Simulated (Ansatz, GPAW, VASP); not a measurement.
**Mg: programs and potentials compared**

```xyz
2
Lattice="3.2093 0.0000 0.0000 -1.6046 2.7793 0.0000 0.0000 0.0000 5.2103" Properties=species:S:1:pos:R:3 pbc="T T T"
Mg    1.6047    0.9264    3.9077
Mg    0.0000    1.8529    1.3026
```

Alike in all runs: task single point; functional PBE; k mesh 10 × 10 × 5; occupations gaussian, width 0.016 eV; no spin polarisation; no spin-orbit coupling. Pressure is positive in compression and, in plane waves, holds the error of the finite cutoff.

```tsv
program and potentials	plane-wave cutoff (eV)	notes	pressure (GPa)
Ansatz, all-electron LAPW, scalar-relativistic	-	-	-0.47
VASP, PBE PAW files Mg, 520 eV	520	2 valence electrons an atom on average	-0.58
GPAW, GPAW PAW data sets (gpaw-data 1.2.1)	800	10 valence electrons an atom on average	?
```

**Question.** Estimate from the other rows what the run with GPAW, GPAW PAW data sets (gpaw-data 1.2.1) gave.

**Answer.** Pressure -0.53 GPa. The other rows, which needn't bracket it: pressure -0.58 to -0.47.
